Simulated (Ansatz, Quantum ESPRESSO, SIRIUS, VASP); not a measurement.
# One calculation of Ga2O3, 4 ways

```xyz
10
Lattice="6.1070 -1.5186 0.0000 6.1070 1.5186 0.0000 -1.3860 0.0000 5.6300" Properties=species:S:1:pos:R:3 pbc="T T T"
Ga    3.2184    0.0000    3.8621
Ga    7.6096    0.0000    1.7679
Ga   10.8240    0.0000    1.1564
Ga    0.0041    0.0000    4.4736
O     5.1267    0.0000    4.1853
O     5.7013    0.0000    1.4447
O     9.4919    0.0000    2.4592
O     1.3361    0.0000    3.1708
O     8.9710    0.0000    5.0118
O     1.8570    0.0000    0.6182
```

Alike in all runs: task single point; functional PBE; k mesh 9 × 9 × 5; occupations fermi-dirac, width 0.05 eV; no spin polarisation; no spin-orbit coupling. Pressure is positive in compression and, in plane waves, holds the error of the finite cutoff, which Ansatz's Pulay term estimates and takes out.

```tsv
program and potentials	plane-wave cutoff (eV)	notes	pressure (GPa)	largest force (eV/Å)
Ansatz, Ansatz PAW	420	Pulay term of +0.77 GPa included	9.56	0.219
Quantum ESPRESSO, SSSP 1.3 efficiency PBE	952	-	?	?
SIRIUS, PseudoDojo 0.4.1 PBE standard (scalar relativistic)	1152	-	9.22	0.205
VASP, PBE PAW files Ga_d, O, 520 eV	520	-	10.19	0.245
```

Question: Estimate from the other rows what the run with Quantum ESPRESSO, SSSP 1.3 efficiency PBE gave.

Answer: Pressure 9.17 GPa; largest force 0.228 eV/Å. The other rows, which needn't bracket it: pressure 9.22 to 10.19; largest force 0.205 to 0.245.
